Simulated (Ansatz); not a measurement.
**Charge transition levels of the S vacancy in WS₂, term by term**

The calculation used DFT PBE, scalar-relativistic, plane waves, PAW (Ansatz 0.2.0). Run with 420 eV cutoff, 2×2×2 k-mesh, shifted by half a step, Gaussian smearing of 0.01 eV, collinear spin in charge +1, -1 alone.

Host crystal, relaxed:

```
CELL_PARAMETERS angstrom
1.59387 0.92022 7.47445
-1.59387 0.92022 7.47445
0.00000 -1.84045 7.47445
ATOMIC_POSITIONS crystal
W 0.00068 0.00068 0.00068
S 0.40407 0.40407 0.40407
S 0.26395 0.26395 0.26395
```

The S vacancy was set at (0.404, 0.404, 0.404) of the host cell, in a supercell of 39 sites (855 Å³), relaxed at fixed cell in each charge q, from a start with the atoms near it displaced at random. The host's Kohn–Sham gap is 1.64 eV and its static dielectric constant 8.8 (mean). For each charge: the supercell's free energy over the neutral one with q electrons exchanged at the valence band top, F(q) − F(0) + qE_v; the image-charge term; and the term that aligns the potential far from the defect with the host's.

Spin-orbit coupling is left out, which matters for the bands and energies of heavy elements.

| q | F(q) − F(0) + qE_v (eV) | image charge (eV) | alignment (eV) |
| --- | --- | --- | --- |
| +2 | 1.014 | 1.118 | -1.003 |
| +1 | 0.438 | 0.279 | -0.369 |
| 0 | 0.000 | 0.000 | 0.000 |
| -1 | 0.874 | 0.279 | 0.182 |

Problem. Add the terms and find the levels between neighbouring charges, ε(q/q′) = [A(q′) − A(q)]/(q − q′), with and without the two corrections.

Solution. A(q): 1.129 eV for +2, 0.348 eV for +1, 0.000 eV for 0, 1.336 eV for -1.
```json
{"level": "(+2/+1)", "corrected (eV over E_v)": "-0.78", "uncorrected (eV)": "-0.58"}
{"level": "(+1/0)", "corrected (eV over E_v)": "-0.35", "uncorrected (eV)": "-0.44"}
{"level": "(0/-1)", "corrected (eV over E_v)": "1.34", "uncorrected (eV)": "0.87"}
```

As a check, a point charge in a simple cubic cell of this volume has q²αe²/(2εL) = 0.245 q² eV (e² = 14.40 eV Å, α = 2.837, L = 9.49 Å); the shape of the real cell and the anisotropy of ε can change it somewhat. The term grows as q², so it pushes donor levels down and acceptor levels up. The program doubts the alignment for q = +2, +1, -1, so levels beside it are uncertain by about that term.

Problem. Which of these charges is lowest with the Fermi level at the valence band top, at mid-gap and at the conduction band bottom?

Solution. The line A(q) + qE_F that lies lowest gives the charge: 0 at E_F = 0.00 eV, 0 at E_F = 0.82 eV, -1 at E_F = 1.64 eV. (+2/+1) and (+1/0) fall outside this Kohn–Sham gap, so the change of charge isn't reached within it; the real gap is usually wider and may hold a localised level, while a level that comes from a carrier in the host's bands only marks the band edge and moves with it. In charge +1 the cell has partly filled levels, from a carrier spread over the host's bands, a defect level that the small cell broadens into a band, or a degenerate defect level, so the levels beside it are doubtful. In charge +2 the extra carrier sits in the host's bands, sampled away from their edge; a term of -1.13 eV would put the level beside it at that edge (it also undoes corrections that don't apply to a spread carrier) and isn't included above. In charge +1 the extra carrier sits in the host's bands, sampled away from their edge; a term of -0.35 eV would put the level beside it at that edge (it also undoes corrections that don't apply to a spread carrier) and isn't included above. Charges beyond those computed could lie lower near the band edges.

Problem. The neutral defect forms at 2.84 eV with atoms taken from and returned to the elements. What are the formation energies at those three Fermi levels, and what share of sites would hold the defect at 1200 K with E_F at mid-gap, if the host still stood at that temperature?

Solution. E_f = E_f(0) + A(q) + qE_F = 2.84, 2.84, 2.54 eV. In the dilute limit the share is exp(−E_f/k_BT) = exp(−2.835/0.1034) = 1.2×10⁻¹², leaving out degeneracy and vibrational entropy. This is the S-rich limit; a poorer supply of S lowers E_f, in a binary host by up to its heat of formation per S atom. The small cell and the narrow Kohn–Sham gap leave errors of tenths of an eV or more, which change the share by orders of magnitude.

This form isn't the usual stable structure of the compound.